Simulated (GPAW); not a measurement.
Here is a GPAW 26.7.0 calculation.

The input run.py:

```python
from ase.dft.bandgap import bandgap
from ase.io import read, write
from ase.units import GPa
from gpaw import GPAW, PW

atoms = read('TePb.xyz')

calc = GPAW(mode=PW(600),
            xc='RPBE',
            kpts={'size': (7, 7, 7), 'gamma': True},
            occupations={'name': 'methfessel-paxton', 'order': 0, 'width': 0.05},
            nbands=19,
            convergence={'density': 1e-05, 'energy': 1e-05},
            maxiter=150,
            txt='gpaw.txt')
atoms.calc = calc
energy = atoms.get_potential_energy()
forces = atoms.get_forces()
stress = atoms.get_stress()
calc.write('gs.gpw')
write('result.traj', atoms)
print(f'Energy: {energy:.6f} eV')
print('Forces (eV/A):')
print(forces.round(4))
print('Stress (GPa):', (stress / GPa).round(3))
print('Fermi level:', round(calc.get_fermi_level(), 4), 'eV')
print(f'Gap: {bandgap(calc)[0]:.4f} eV, direct: {bandgap(calc, direct=True)[0]:.4f} eV')
```

The input TePb.xyz:

```xyz
2
Lattice="4.0022870000 0.0000000000 0.0000000000 0.0000000000 4.0022870000 0.0000000000 0.0000000000 0.0000000000 4.0022870000" Properties=species:S:1:pos:R:3 pbc="T T T"
Pb     0.0000000000      0.0000000000      0.0000000000
Te     2.0011435000      2.0011435000      2.0011435000
```

Potentials or basis: the program's PAW data sets (release 1.2.1) made for this functional, pw.

Launch:

```sh
$ OMP_NUM_THREADS=1 python run.py
```

Q: What does it give for the pressure?

A: 1.4 GPa.

Q: What does it give for the band gap on the k mesh?

A: None (metal or under the smearing width).

Spin-orbit coupling is left out, which matters for the levels of Pb, Te.
